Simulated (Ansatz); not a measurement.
# Ionic part of the dielectric constant of LiH, mode by mode

Theory: DFT PBE, scalar-relativistic, plane waves, PAW (Ansatz 0.2.0). Settings: 420 eV plane-wave cutoff, Γ-centred 10×10×10 mesh, fixed occupations. No spin polarisation. Phonons by linear response, acoustic sum rule imposed.

Symmetry: Fm-3m, No. 225, cubic system. The conventional cell has a = 4.007 Å, b = 4.007 Å, c = 4.007 Å, α = 90.00°, β = 90.00°, γ = 90.00°. Around Li (site symmetry m-3m) lie 6 H at 2.00 Å. H (site symmetry m-3m) has 6 Li at 2.00 Å as nearest neighbours.

The primitive cell has V = 16.08 Å³ and ε∞,yy = 4.380. Each polar mode adds Δε = (4.92064×10⁷/V)·S/ν² along y, with S its oscillator strength in e²/amu, ν in cm⁻¹ and V in Å³.

Task: From these modes, find each Δε and ε0,yy.
```
ν (cm⁻¹) S_yy (e²/amu)
   585.1           1.18
```

Result:
```csv
ν (cm⁻¹),Δε
585.1,10.55
```

The sum is 10.551, so ε0,yy = 14.93; the run's tensor has 14.93.

Task: Where do the longitudinal modes lie for a wave vector along y?

Result: At 1080 cm⁻¹. The Lyddane–Sachs–Teller product Π(ν_LO/ν_TO)² = 3.41 matches ε0/ε∞ = 3.41.

Cost: 1 run of about 0.21 core-minutes, on Intel Xeon Platinum 8259CL (Skylake/Cascade Lake) (shared hosts).